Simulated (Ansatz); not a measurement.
# SiC at a changed volume — field gradients at the nuclei

The cell is a diffraction structure from the COD, relaxed with PBE at fixed cell and then changed (volume scaled by 0.96, ions relaxed).

Space group Cmc2_1 (No. 36); a = 3.0362, b = 5.2629, c = 14.9175 Å.

| site | Wyckoff | site symmetry | x | y | z |
| --- | --- | --- | --- | --- | --- |
| Si1 | 4a | m.. | 0.5000 | 0.3333 | 0.1423 |
| Si3 | 4a | m.. | 0.5000 | 0.9999 | 0.4755 |
| Si5 | 4a | m.. | 0.5000 | 0.6666 | 0.3088 |
| C7 | 4a | m.. | 0.5000 | 0.9998 | 0.3502 |
| C9 | 4a | m.. | 0.5000 | 0.3334 | 0.0173 |
| C11 | 4a | m.. | 0.5000 | 0.6666 | 0.1838 |

One atom of each set is listed; the run and its k-mesh use a cell of 12 atoms with edges of 3.04, 3.04, 14.92 Å.

Computed with Ansatz: DFT, PBE, plane waves and PAW, scalar-relativistic, 420 eV cutoff, Γ-centred 16×16×3 k-points, Fermi–Dirac smearing 0.02 eV.

Conventions: |V_zz| ≥ |V_yy| ≥ |V_xx|, η = (V_xx − V_yy)/V_zz, C_Q = eQV_zz/h.

```json
{"site": "Si1", "atoms": "2", "first shell": "4 C at 1.86 Å", "V_zz (10²¹ V/m²)": "0.22", "η": "0.01", "C_Q (MHz)": "–"}
{"site": "Si3", "atoms": "2", "first shell": "4 C at 1.86–1.87 Å", "V_zz (10²¹ V/m²)": "-0.057", "η": "0.07", "C_Q (MHz)": "–"}
{"site": "Si5", "atoms": "2", "first shell": "4 C at 1.86 Å", "V_zz (10²¹ V/m²)": "0.26", "η": "0.01", "C_Q (MHz)": "–"}
{"site": "C7", "atoms": "2", "first shell": "4 Si at 1.86–1.87 Å", "V_zz (10²¹ V/m²)": "0.22", "η": "0.06", "C_Q (MHz)": "–"}
{"site": "C9", "atoms": "2", "first shell": "4 Si at 1.86 Å", "V_zz (10²¹ V/m²)": "0.066", "η": "0.20", "C_Q (MHz)": "–"}
{"site": "C11", "atoms": "2", "first shell": "4 Si at 1.86 Å", "V_zz (10²¹ V/m²)": "0.033", "η": "0.40", "C_Q (MHz)": "–"}
```

Si, C have no stable isotope with a ground-state quadrupole moment in the table, so no C_Q is given.

At this changed cell the PBE pressure is 13 GPa.
